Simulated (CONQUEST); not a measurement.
Crystal: Pd.

```
Pd
1.0
     2.78367    0.00000    0.00000
     0.00000    4.62889    0.00000
     0.00000    0.00000    4.82145
Pd
4
Cartesian
  0.0000 1.1572 3.2143
  1.3918 1.1572 0.8036
  0.0000 3.4717 1.6071
  1.3918 3.4717 4.0179
```

This isn't the form of Pd at room conditions, which is fcc.

| Quantity | Value |
| --- | --- |
| Program | CONQUEST 1.3 |
| Task | single point |
| Functional | PBE |
| Potentials or basis | PseudoDojo NC PBE, DZP, grid cutoff 120 Ha |
| k mesh | 10 × 6 × 6 |
| Occupations | fermi-dirac, width 0.05 eV |
| Spin | no spin polarisation |

On this cell: pressure 0.3 GPa; largest force under 0.003 eV/Å; band gap on the k mesh none (metal or under the smearing width).

The same run follows on a disturbed copy (atoms moved at random, drawn with an rms of 0.05 Å):

```
CELL_PARAMETERS angstrom
2.78367 0.00000 0.00000
0.00000 4.62889 0.00000
0.00000 0.00000 4.82145
ATOMIC_POSITIONS crystal
Pd 0.02743 0.24099 0.66425
Pd 0.52743 0.24099 0.16425
Pd 0.00934 0.75873 0.33465
Pd 0.50934 0.75873 0.83464
```

Task: What does the disturbed cell give?

Result: The energy (extrapolated to zero smearing) moves by +15.5 meV/atom; pressure 1.0 GPa; largest force 0.757 eV/Å; band gap on the k mesh none (metal or under the smearing width).

Forces on the atoms (eV/Å):
```
Pd  -0.054  0.755  0.010
Pd  -0.054  0.755  0.010
Pd   0.053 -0.754 -0.015
Pd   0.053 -0.754 -0.015
```

Stress tensor (GPa, compression positive):
```
 0.41 -0.26  0.53
-0.26  1.41  0.09
 0.53  0.09  1.03
```

Caveats: the box holds several primitive cells, so bands are folded and the points are those of the box's own zone; the basis of atomic orbitals isn't converged, which shifts pressures, moduli and gaps.
